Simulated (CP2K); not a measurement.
Ag:

```
Ag
1.0
     2.88888    0.00000    0.00000
     1.44444    2.50185    0.00000
     1.44444    0.83395    2.35876
Ag
1
Direct
  0.00000 0.00000 0.00000
```

Base run:

* Program: CP2K 2026.2
* Functional: PBE
* Potentials or basis: GTH_POTENTIALS Ag GTH-BLYP-q11; DZVP-MOLOPT-SR-GTH basis
* Density cutoff: 6123 eV
* k mesh: 11 × 11 × 11
* Occupations: fermi-dirac, width 0.05 eV
* Spin: no spin polarisation

Its results: band gap on the k mesh none (metal or under the smearing width); pressure 3.5 GPa.

Question: After a change of settings the same cell gave: band gap on the k mesh none (metal or under the smearing width); pressure 9.6 GPa. Which change was it?
A. potentials or basis from GTH_POTENTIALS Ag GTH-BLYP-q11; DZVP-MOLOPT-SR-GTH basis to POTENTIAL_UZH Ag GTH-PBE0-q11; DZVP-MOLOPT-SR-GTH basis; potentials from Ag GTH-BLYP-q11 of GTH_POTENTIALS to Ag GTH-PBE0-q11 of POTENTIAL_UZH
B. potentials or basis from GTH_POTENTIALS Ag GTH-BLYP-q11; DZVP-MOLOPT-SR-GTH basis to GTH_POTENTIALS Ag GTH-PADE-q11; DZVP-MOLOPT-SR-GTH basis; potentials from Ag GTH-BLYP-q11 of GTH_POTENTIALS to Ag GTH-PADE-q11 of GTH_POTENTIALS
C. potentials or basis from GTH_POTENTIALS Ag GTH-BLYP-q11; DZVP-MOLOPT-SR-GTH basis to GTH_POTENTIALS Ag GTH-PBE-q11; DZVP-MOLOPT-SR-GTH basis; potentials from Ag GTH-BLYP-q11 of GTH_POTENTIALS to Ag GTH-PBE-q11 of GTH_POTENTIALS
D. potentials or basis from GTH_POTENTIALS Ag GTH-BLYP-q11; DZVP-MOLOPT-SR-GTH basis to POTENTIAL_UZH Ag GTH-SCAN-q11; DZVP-MOLOPT-SR-GTH basis; potentials from Ag GTH-BLYP-q11 of GTH_POTENTIALS to Ag GTH-SCAN-q11 of POTENTIAL_UZH

Answer: D.

Caveats: the potentials were made for another functional, which shifts forces and pressure; the basis of atomic orbitals isn't converged, which shifts pressures, moduli and gaps.
